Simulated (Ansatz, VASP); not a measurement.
**One calculation of TaN, two programs**

```
CELL_PARAMETERS angstrom
0.00000 2.18784 2.18784
2.18784 0.00000 2.18784
2.18784 2.18784 0.00000
ATOMIC_POSITIONS crystal
Ta 0.50000 0.50000 0.50000
N 0.00000 0.00000 0.00000
```

Alike in both runs: functional PBEsol; k mesh 16 × 16 × 16; occupations gaussian, width 0.1 eV; no spin polarisation.

Ansatz relaxed the structure, and its values are those at the end. VASP's run is a single point on that final structure, the one shown.

|  | VASP | Ansatz |
| --- | --- | --- |
| version | VASP 6.6.1 | Ansatz 0.2.0 |
| potentials or method | VASP PAW PBE potentials, release 64 (Ta_pv, N) | scalar-relativistic, plane waves, PAW |
| plane-wave cutoff (eV) | 520 | 420 |
| valence electrons in the cell | 16 | 18 |

|  | VASP | Ansatz | Ansatz less VASP |
| --- | --- | --- | --- |
| gap on the k mesh at the Fermi level (eV) | none | none | - |
| pressure (GPa) | 1.0 | 0.0 | -0.99 |

A gap of «none» marks a metal or a gap that the smearing closes. With one functional, cell and mesh, what is left measures potentials, basis and numerics. The two sets of potentials don't hold the same shells in valence.

Caveats: the PAW data sets were made with another functional, which shifts forces and pressure a little (VASP). Spin-orbit coupling is left out, which matters for the levels of Ta.
